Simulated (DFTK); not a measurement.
Set up this calculation in DFTK 0.8.2, as the native input.

| Quantity | Value |
| --- | --- |
| Task | band structure |
| Functional | PBEsol |
| Potentials or basis | SPMS 1.0 (PBE) |
| Cutoff | 1225 eV |
| k mesh | 11 × 11 × 11 |
| Occupations | fermi-dirac, width 0.05 eV |
| Spin | no spin polarisation |
| Valence electrons | Ta 13 |
| SCF tolerance on the density | 1e-06 |

The structure of Ta lies in Ta.cif:

```cif
data_Ta
_cell_length_a 2.86010086
_cell_length_b 2.86010086
_cell_length_c 2.86010086
_cell_angle_alpha 109.47122063
_cell_angle_beta 109.47122063
_cell_angle_gamma 109.47122063
_space_group_name_H-M_alt 'P1'
_space_group_name_Hall 'P 1'
_space_group_IT_number 1
loop_
_space_group_symop_operation_xyz
'x,y,z'
loop_
_atom_site_label
_atom_site_type_symbol
_atom_site_symmetry_multiplicity
_atom_site_Wyckoff_symbol
_atom_site_fract_x
_atom_site_fract_y
_atom_site_fract_z
_atom_site_occupancy
Ta1 Ta 1 a 0.0000000000 0.0000000000 0.0000000000 1
```

One way to write it, as run:

run.jl

```julia
using DFTK
using PseudoPotentialData
using Unitful, UnitfulAtomic
using LinearAlgebra, Printf
include("save.jl")
disable_threading()

lines = readlines("Ta.cif")
tag(name) = parse(Float64, split(only(filter(startswith(name), lines)))[2])
a, b, c = tag.(["_cell_length_a", "_cell_length_b", "_cell_length_c"])
α, β, γ = deg2rad.(tag.(["_cell_angle_alpha", "_cell_angle_beta", "_cell_angle_gamma"]))
cx, cy  = cos(β), (cos(α) - cos(β) * cos(γ)) / sin(γ)
lattice = austrip(1u"Å") * [a b*cos(γ) c*cx; 0 b*sin(γ) c*cy; 0 0 c*sqrt(1 - cx^2 - cy^2)]
sites     = split.(lines[findlast(startswith("_atom_site_"), lines)+1:end])
symbols   = [Symbol(s[2]) for s in sites]
positions = [parse.(Float64, s[5:7]) for s in sites]
pseudopotentials = Dict(:Ta => "Ta.upf")
elements = Dict(s => ElementPsp(s, pseudopotentials; rcut=10.0) for s in unique(symbols))
atoms    = [elements[s] for s in symbols]

build_model(lattice, positions; symmetries=true) =
    model_DFT(lattice, atoms, positions;
              functionals=PBEsol(),
              temperature=austrip(0.05u"eV"),
              smearing=Smearing.FermiDirac(),
              symmetries)
Ecut  = 45.0  # hartree
kgrid = [11, 11, 11]
tol   = 1e-6
to_GPa = ustrip(uconvert(u"GPa", 1u"hartree/bohr^3"))

model = build_model(lattice, positions)
basis = PlaneWaveBasis(model; Ecut, kgrid)
display(basis)
scfres = self_consistent_field(basis;
                               tol,
                               nbandsalg=AdaptiveBands(model; n_bands_converge=11))
display(scfres.energies)
@printf "Fermi level: %.6f eV\n" ustrip(auconvert(u"eV", something(scfres.εF, NaN)))
forces = compute_forces_cart(scfres)
println("Forces (eV/Å)")
for (s, f) in zip(symbols, forces)
    @printf "%-3s %12.6f %12.6f %12.6f\n" s ustrip.(auconvert.(u"eV/Å", f))...
end
stress = compute_stresses_cart(scfres)
println("Stress (GPa)")
display(round.(stress * to_GPa; digits=4))
println("Levels at the first k-point (eV): ", round.(ustrip.(auconvert.(u"eV", scfres.eigenvalues[1][1:scfres.n_bands_converge])); digits=4))
save_scf!(scfres; forces, stress)

points = Dict("G" => [0.0, 0.0, 0.0], "H" => [0.5, -0.5, 0.5], "P" => [0.25, 0.25, 0.25], "N" => [0.0, 0.0, 0.5])
segments = [("G", "H", 10), ("H", "N", 7), ("N", "G", 7), ("G", "P", 8), ("P", "H", 8), ("P", "N", 5)]
kcoords = vcat([[points[a] + t * (points[b] - points[a]) for t in range(0, 1, n)] for (a, b, n) in segments]...)
bands = compute_bands(scfres, ExplicitKpoints(kcoords); n_bands=13, tol=1e-5)
for (k, ε) in zip(bands.basis.kpoints, bands.eigenvalues)
    @printf "%d %8.4f %8.4f %8.4f " k.spin k.coordinate...
    println(join([@sprintf("%9.4f", e) for e in ustrip.(auconvert.(u"eV", ε .- scfres.εF))]))
end
results["band_energies"] = rows(bands.eigenvalues); results["band_kpoints"] = rows(kcoords)
```

Potentials or basis: SPMS 1.0 (PBE).

Run with:

```bash
$ julia --threads=1 run.jl  # save.jl only writes the numbers to a file and isn't shown; printed stress counts tension as positive; times include loading and compiling
```

It gave:

The pressure is -3.8 GPa. The band gap on the k mesh is none (metal or under the smearing width).

Caveat: the potentials were made for another functional, which shifts forces and pressure; spin-orbit coupling is left out, which moves the levels of the heavy elements.

It took 89 s on 1 thread of Intel(R) Xeon(R) 6975P-C (Granite Rapids) (shared host), peak memory 1.7 GiB.
